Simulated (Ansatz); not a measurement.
# BaTiO3 (P4mm) in Ansatz: settings compared, part 2 of 2

Ansatz 0.2.0. Earlier steps stand in the parts before.

## 5. Band structure, PBE+U

input.yaml

```yaml
crystal:
  lattice:
    - [3.9998, 0.0, 0.0]
    - [0.0, 3.9998, 0.0]
    - [0.0, 0.0, 4.018]
  atoms:
    - { symbol: Ba, position: [0.0, 0.0, 0.0] }
    - { symbol: Ti, position: [0.5, 0.5, 0.49] }
    - { symbol: O, position: [0.0, 0.5, 0.517] }
    - { symbol: O, position: [0.5, 0.0, 0.517] }
    - { symbol: O, position: [0.5, 0.5, 0.019] }
hamiltonian:
  xc: pbe
  pseudopotentials: { kind: paw }
  hubbard: { sites: [{ species: Ti, l: d, u_eff: 3.0 }] }
kpoints:
  mp_grid: { grid: [7, 7, 7] }
  band_path:
    path:
      - [[0.0, 0.0, 0.0], [0.0, 0.5, 0.0], [0.5, 0.5, 0.0], [0.0, 0.0, 0.0], [0.0, 0.0, 0.5], [0.0, 0.5, 0.5], [0.5, 0.5, 0.5], [0.0, 0.0, 0.5]]
      - [[0.0, 0.5, 0.0], [0.0, 0.5, 0.5]]
      - [[0.5, 0.5, 0.0], [0.5, 0.5, 0.5]]
    npoints: 14
scf:
  occupations: { method: fermi_dirac, width: 0.05 }
  n_extra_bands: 12
output:
  forces: true
  stress: true
  eigenvalues: true
  fatbands: false
```

The run is started by

```
ansatz run input.yaml --threads 2 --pin off --max-ram 5632MiB --backend cpu --events-out ev --progress --plain --runs-dir out
```

Run time: 19 s. Hardware: 2 threads of Arm Neoverse V1, shared host; peak memory 0.49 GiB.

The run converged. Its results:

- Free energy: -10156.9515 eV
- Pressure: 3.4 GPa
- Largest force: 0.164 eV/Å
- Band gap on the k mesh: 2.27 eV, indirect (least direct gap 2.44 eV)
- Band gap along the path: 2.17 eV, indirect (least direct gap 2.44 eV)

Forces in eV/Å, atoms in the order of the input:
```
Ba   0.000  0.000  0.032
Ti   0.000  0.000  0.033
O    0.000  0.000 -0.115
O    0.000  0.000 -0.115
O    0.000  0.000  0.164
```

Stress tensor (GPa, compression positive):
```
3.05 0.00 0.00
0.00 3.05 0.00
0.00 0.00 3.96
```

Levels at the corners of the path, in eV from the valence-band top:
| point | band 17 | band 18 | band 19 | band 20 | band 21 | band 22 | band 23 | band 24 |
| --- | --- | --- | --- | --- | --- | --- | --- | --- |
| Γ | -1.17 | -0.30 | -0.27 | -0.27 | 2.17 | 2.33 | 2.33 | 3.85 |
| X | -1.72 | -1.65 | -0.94 | -0.86 | 2.44 | 3.70 | 3.71 | 3.92 |
| M | -1.86 | -0.95 | -0.95 | -0.05 | 3.73 | 3.73 | 4.07 | 4.59 |
| Γ | -1.17 | -0.30 | -0.27 | -0.27 | 2.17 | 2.33 | 2.33 | 3.85 |
| Z | -1.84 | -1.84 | -0.72 | -0.72 | 2.29 | 3.74 | 3.74 | 3.86 |
| R | -1.81 | -0.89 | -0.87 | -0.13 | 3.73 | 3.76 | 4.04 | 4.71 |
| A | -2.26 | -0.09 | -0.09 | 0.00 | 4.28 | 4.28 | 4.30 | 6.55 |
| Z | -1.84 | -1.84 | -0.72 | -0.72 | 2.29 | 3.74 | 3.74 | 3.86 |
| X | -1.72 | -1.65 | -0.94 | -0.86 | 2.44 | 3.70 | 3.71 | 3.92 |
| R | -1.81 | -0.89 | -0.87 | -0.13 | 3.73 | 3.76 | 4.04 | 4.71 |
| M | -1.86 | -0.95 | -0.95 | -0.05 | 3.73 | 3.73 | 4.07 | 4.59 |
| A | -2.26 | -0.09 | -0.09 | 0.00 | 4.28 | 4.28 | 4.30 | 6.55 |

Eigenvalues of the final occupation matrices:
| site | spin | trace | eigenvalues |
| --- | --- | --- | --- |
| site 1 | 1 | 1.12 | 0.18 0.18 0.18 0.29 0.29 |

Caveat: the k mesh misses the band edges, so the gap on the mesh is wider than the one along the path; the pressure holds a Pulay correction of +0.5 GPa for the finite cutoff; spin-orbit coupling is left out, which moves the levels of the heavy elements.

## 6. Band structure, PBE+U

input.yaml: that of step 5 with these lines changed.

```diff
@@ -14,3 +14,3 @@
   pseudopotentials: { kind: paw }
-  hubbard: { sites: [{ species: Ti, l: d, u_eff: 3.0 }] }
+  hubbard: { sites: [{ species: Ti, l: d, u_eff: 4.0 }] }
 kpoints:
@@ -30,2 +30,2 @@
   eigenvalues: true
-  fatbands: false
+  fatbands: true
```

Potentials or basis: Ansatz PAW.

The run is started by

```
ansatz run input.yaml --threads 2 --pin off --max-ram 5632MiB --backend cpu --events-out ev --progress --plain --runs-dir out
```

Wall time 26 s (2 threads of Arm Neoverse V1, shared host); peak memory 0.49 GiB.

Results (log left out):

* Free energy: -10156.1036 eV
* Pressure: 3.7 GPa
* Largest force: 0.119 eV/Å
* Band gap on the k mesh: 2.40 eV, indirect (least direct gap 2.58 eV)
* Band gap along the path: 2.30 eV, indirect (least direct gap 2.58 eV)

Forces on the atoms (eV/Å):
```
Ba   0.000  0.000  0.028
Ti   0.000  0.000  0.099
O    0.000  0.000 -0.119
O    0.000  0.000 -0.119
O    0.000  0.000  0.110
```

Stress tensor (GPa, compression positive):
```
3.40 0.00 0.00
0.00 3.40 0.00
0.00 0.00 4.32
```

Levels at the corners of the path, in eV from the valence-band top:
```
point  band 18  band 19  band 20  band 21  band 22  band 23
    Γ    -0.31    -0.28    -0.28     2.30     2.45     2.45
    X    -1.63    -0.95    -0.88     2.55     3.77     3.78
    M    -0.96    -0.96    -0.05     3.79     3.79     4.11
    Γ    -0.31    -0.28    -0.28     2.30     2.45     2.45
    Z    -1.81    -0.74    -0.74     2.41     3.80     3.81
    R    -0.89    -0.87    -0.13     3.79     3.82     4.08
    A    -0.09    -0.09     0.00     4.32     4.32     4.34
    Z    -1.81    -0.74    -0.74     2.41     3.80     3.81
    X    -1.63    -0.95    -0.88     2.55     3.77     3.78
    R    -0.89    -0.87    -0.13     3.79     3.82     4.08
    M    -0.96    -0.96    -0.05     3.79     3.79     4.11
    A    -0.09    -0.09     0.00     4.32     4.32     4.34
```

Eigenvalues of the final occupation matrices:
| site | spin | trace | eigenvalues |
| --- | --- | --- | --- |
| site 1 | 1 | 1.10 | 0.17 0.18 0.18 0.29 0.29 |

Caveat: the k mesh misses the band edges, so the gap on the mesh is wider than the one along the path; the pressure holds a Pulay correction of +0.5 GPa for the finite cutoff; spin-orbit coupling is left out, which moves the levels of the heavy elements.

## 7. Overview

| level | U | hubbard projectors | double counting | gap on the mesh (eV) | pressure (GPa) | largest force (eV/Å) |
| --- | --- | --- | --- | --- | --- | --- |
| PBE | - | - | - | 1.93 | 2.4 | 0.31 |
| PBE+U | Ti d U = 1 eV | ortho-atomic (the default) | fll (the default) | 2.03 | 2.7 | 0.26 |
| PBE+U | Ti d U = 2 eV | ortho-atomic (the default) | fll (the default) | 2.15 | 3.0 | 0.22 |
| PBE+U | Ti d U = 3 eV | ortho-atomic (the default) | fll (the default) | 2.27 | 3.4 | 0.16 |
| PBE+U | Ti d U = 4 eV | ortho-atomic (the default) | fll (the default) | 2.40 | 3.7 | 0.12 |

Alike in all rows: task band structure; potentials or basis Ansatz PAW; no spin polarisation; cell as given; k mesh 7 × 7 × 7; cutoff (eV) 420; smearing fermi-dirac 0.05 eV.

On the cell as given the gap runs from 1.84 eV (PBE) to 2.30 eV (PBE+U). The pressure there spans 2.4 GPa (PBE) to 3.7 GPa (PBE+U); a positive pressure means that this level wants a larger cell, a negative one a smaller.

Caveats: the k mesh misses the band edges, so the gap on the mesh is wider than the one along the path; spin-orbit coupling is left out, which moves the levels of the heavy elements.

Total energies depend on the potentials used, so only differences within one code and one set of settings carry meaning.
